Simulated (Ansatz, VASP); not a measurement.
# ThCl4 in two plane-wave programs, part 2 of 2

Aim: how closely do two programs agree when they are given the same cell, functional and k mesh? Of the first pair: The structure shown is the end of the Ansatz relaxation below.

VASP 6.6.1 and Ansatz 0.2.0.

So far. Step 3 (VASP: single point, PBEsol, relaxed cell, pair 1): The run ends at a pressure of -0.15 GPa, with forces up to 0.012 eV/Å.

### Step 5. Ansatz: relaxation, PBEsol

Level of this step: Ansatz beside VASP: Kohn-Sham DFT, plane waves, PBEsol (Ansatz).

The two programs are compared at the cell with which this relaxation starts, whose forces are those of its first step.

The structure compared here is the start of the Ansatz relaxation; VASP solves that cell, so the two are compared at the walk's first step.

input.yaml

```yaml
crystal:
  lattice:
    - [-4.243, 4.243, 3.7325]
    - [4.243, -4.243, 3.7325]
    - [4.243, 4.243, -3.7325]
  atoms:
    - { symbol: Th, position: [0.75, 0.25, 0.5] }
    - { symbol: Th, position: [0.0, 0.0, 0.0] }
    - { symbol: Cl, position: [0.2375, 0.9242, 0.3133] }
    - { symbol: Cl, position: [0.6742, 0.8609, 0.1867] }
    - { symbol: Cl, position: [0.6109, 0.9242, 0.6867] }
    - { symbol: Cl, position: [0.6742, 0.4875, 0.8133] }
    - { symbol: Cl, position: [0.5125, 0.3258, 0.1867] }
    - { symbol: Cl, position: [0.0758, 0.7625, 0.6867] }
    - { symbol: Cl, position: [0.1391, 0.3258, 0.8133] }
    - { symbol: Cl, position: [0.0758, 0.3891, 0.3133] }
kpoints:
  mp_grid: { grid: [4, 4, 4] }
hamiltonian:
  xc: pbesol
scf:
  occupations: { method: gaussian, width: 0.02 }
output:
  forces: true
  stress: true
  eigenvalues: true
relax:
  adjacent_minimum: "off"
  f_tol: 0.005
  max_steps: 80
  cell: { stress_tol: 0.05, fix: [volume] }
```

Launch:

```bash
$ ansatz run input.yaml --threads 16 --pin off --max-ram 61440MiB --backend cuda --events-out ev --progress --plain --runs-dir out
```

Numbers of over 12 decimals in the logs are rounded to 6 here.

What it wrote:

```text
[...]
Crystal: 10 atoms, lattice volume = 268.786 Å³
Basis set: ecut = 420 eV, 5225 PW (Γ), exchange–correlation on 96×96×96 points (8 copies of the dense FFT grid, shifted against one another)
Bands: 50, of which v1, the nominal top of the filled ones, is band 40 counted from 1 (39 counted from 0)
Symmetry: 16 space group operations
[...]
k-points: 13 of 64
[...]
- { symbol: Th, position: [1.7788941957421124e-19, 1.829999648133604e-19, 0] }
    - { symbol: Cl, position: [0.241901, 0.927488, 0.314414] }
    - { symbol: Cl, position: [0.677488, 0.863074, 0.185586] }
    - { symbol: Cl, position: [0.613074, 0.927488, 0.685586] }
    - { symbol: Cl, position: [0.677488, 0.491901, 0.814414] }
    - { symbol: Cl, position: [0.508099, 0.322512, 0.185586] }
    - { symbol: Cl, position: [0.072512, 0.758099, 0.685586] }
    - { symbol: Cl, position: [0.136926, 0.322512, 0.814414] }
    - { symbol: Cl, position: [0.072512, 0.386926, 0.314414] }
[key lines of the parts left out:]
Fermi energy:    5.981987 eV
P = ⅓ Tr σ = -0.1521 GPa (-1.521 kbar)
```

### Step 6. VASP: single point, PBEsol, start cell, pair 2

The same cell, functional, mesh and smearing now go to VASP, with its own data sets.

INCAR

```
SYSTEM = ThCl4
PREC = Accurate
ENCUT = 400
EDIFF = 1E-06
NELM = 200
ISMEAR = 0
SIGMA = 0.02
LREAL = .FALSE.
ALGO = Normal
GGA = PS
NBANDS = 50
LASPH = .TRUE.
LORBIT = 11
LWAVE = .FALSE.
LCHARG = .FALSE.
ISIF = 2
GGA_COMPAT = .FALSE.
EFERMI = MIDGAP
LMAXMIX = 6
KPAR = 2
```

POSCAR

```
ThCl4
1.0
   -4.2430000000      4.2430000000      3.7325000000
    4.2430000000     -4.2430000000      3.7325000000
    4.2430000000      4.2430000000     -3.7325000000
Th Cl
2 8
Direct
    0.7500000000      0.2500000000      0.5000000000
    0.0000000000      0.0000000000      0.0000000000
    0.2375000236      0.9242000000      0.3133000236
    0.6742000000      0.8608999764      0.1866999764
    0.6108999764      0.9242000000      0.6866999764
    0.6742000000      0.4875000236      0.8133000236
    0.5124999764      0.3258000000      0.1866999764
    0.0758000000      0.7624999764      0.6866999764
    0.1391000236      0.3258000000      0.8133000236
    0.0758000000      0.3891000236      0.3133000236
```

KPOINTS

```
Automatic mesh
0
Gamma
4 4 4
0 0 0
```

Potentials, in the order of the species: Th and Cl (PBE family, release 64).

Launch:

```bash
$ mpirun -np 2 vasp_std
```

What it wrote:

```text
[banner, memory and clock lines left out]
running    2 mpi-ranks, on    1 nodes
[...]
[... a notice as in an earlier step ...]

 LDA part: xc-table for (Slater+PW92), standard interpolation
 POSCAR, INCAR and KPOINTS ok, starting setup
[...]
entering main loop
       N       E                     dE             d eps       ncg     rms          rms(c)
DAV:   1     0.718937308281E+03    0.71894E+03   -0.29795E+04  1300   0.117E+03
DAV:   2     0.454809820181E+02   -0.67346E+03   -0.65854E+03  1846   0.281E+02
DAV:   3    -0.537508182764E+02   -0.99232E+02   -0.98822E+02  1794   0.116E+02
DAV:   4    -0.567840655738E+02   -0.30332E+01   -0.30236E+01  1800   0.231E+01
[...]
DAV:  15    -0.538310185574E+02   -0.18746E-05   -0.21709E-05  1952   0.190E-02    0.110E-01
DAV:  16    -0.538310163637E+02    0.21937E-05   -0.29676E-06  1224   0.866E-03    0.627E-02
DAV:  17    -0.538310158515E+02    0.51226E-06   -0.69260E-06  1736   0.881E-03
   1 F= -.53831016E+02 E0= -.53831016E+02  d E =0.000000E+00
```

From OUTCAR (step 6):

```text
  Total       -1.0864232     -1.0864232     -1.1130787      0.0000000      0.0000000      0.0000000
  in kB       -6.4759539     -6.4759539     -6.6348418      0.0000000      0.0000000      0.0000000
  external PRESSURE =      -6.5289165 kB  Pullay stress =       0.0000000 kB

 POSITION                                       TOTAL-FORCE (eV/Angst)
 -----------------------------------------------------------------------------------
      0.00000      4.24300      1.86625        -0.000000     -0.000000     -0.000000
      0.00000      0.00000      0.00000        -0.000000     -0.000000     -0.000000
      4.24300     -1.58434      3.16665         0.000000     -0.009030      0.088950
      1.58434     -0.00000      5.03290         0.009030     -0.000000      0.088950
      4.24300      1.58434      3.16665        -0.000000      0.009030      0.088950
      2.65866      4.24300      1.30040        -0.009030      0.000000      0.088950
     -0.00000      1.58434      2.43210        -0.000000      0.009030     -0.088950
      5.82734      0.00000      0.56585         0.009030     -0.000000     -0.088950
      4.24300      2.65866     -1.30040         0.000000     -0.009030     -0.088950
      2.65866      0.00000      0.56585        -0.009030      0.000000     -0.088950
 -----------------------------------------------------------------------------------
    total drift:                                0.000000      0.000000      0.000000

  FREE ENERGIE OF THE ION-ELECTRON SYSTEM (eV)
  ---------------------------------------------------
  free  energy   TOTEN  =       -53.8310158515 eV

  energy  without entropy=      -53.8310158515  energy(sigma->0) =      -53.83101585

[... 1 part as in an earlier step ...]

[... 2 further parts left out ...]
[key lines of the parts left out:]
E-fermi :   3.2394
```

The run ends at a pressure of -0.65 GPa, with forces up to 0.089 eV/Å.

### Step 7. Side by side

What differs besides the data sets and the points named for the pairs above, as far as they apply: the cutoff is 420 eV in Ansatz and 400 eV in VASP. Total energies have different zeros and are not compared.

Forces (eV/Å; atoms numbered as in POSCAR):

```
atom         Ansatz x, y, z           VASP x, y, z
 Th1    0.000, 0.000, 0.000    0.000, 0.000, 0.000
 Th2    0.000, 0.000, 0.000    0.000, 0.000, 0.000
 Cl3   0.000, -0.018, 0.096   0.000, -0.009, 0.089
 Cl4    0.018, 0.000, 0.096    0.009, 0.000, 0.089
 Cl5    0.000, 0.018, 0.096    0.000, 0.009, 0.089
 Cl6   -0.018, 0.000, 0.096   -0.009, 0.000, 0.089
 Cl7   0.000, 0.018, -0.096   0.000, 0.009, -0.089
 Cl8   0.018, 0.000, -0.096   0.009, 0.000, -0.089
 Cl9  0.000, -0.018, -0.096  0.000, -0.009, -0.089
Cl10  -0.018, 0.000, -0.096  -0.009, 0.000, -0.089
```

The forces differ by 6.0 meV/Å r.m.s., which is 13.0 % of the r.m.s. force of 0.046 eV/Å (both taken over all components).

### Step 8. What the set-up changes

Further runs change the set-up of one program: Ansatz's method, potentials or start, or VASP's data sets, cutoff or form of LDA. The table gives that difference for each run.

```
                         run  r.m.s. force difference (meV/Å)
                    as above                              6.0
VASP with a cutoff of 500 eV (perhaps on Ansatz's relaxed cell)                              5.9
```

### Step 9. Results

```json
{
 "difference in gap on the k mesh (single point, PBEsol, relaxed cell, pair 1)": "-0.10 eV",
 "r.m.s. force difference (single point, PBEsol, start cell, pair 2)": "6.0 meV/Å"
}
```

In words: The difference in gap on the k mesh is -0.10 eV (single point, PBEsol, relaxed cell, pair 1), beyond the 0.08 eV picked in this series as the mark of a large difference. What causes the difference of the single point, PBEsol, relaxed cell, pair 1 pair stays open here. How closely two codes agree says nothing of how well the functional describes the real material.

[Lines on the potential files, build, host, timing and source positions are cut from VASP's logs without a mark.]

[Logs are printed without paths, hosts, clocks, repeated set-up lines and the standing remarks that a program may print on its own settings, such as how far it seeks lower states.]

[Hosts, paths, dates, database ids (printed as entryN), source tags and the programs' standing remarks are cut or masked in the printed files.]

[Rows of further runs with another cutoff or data set may stand on the cell that Ansatz relaxed, not on the start cell of the pair above them.]
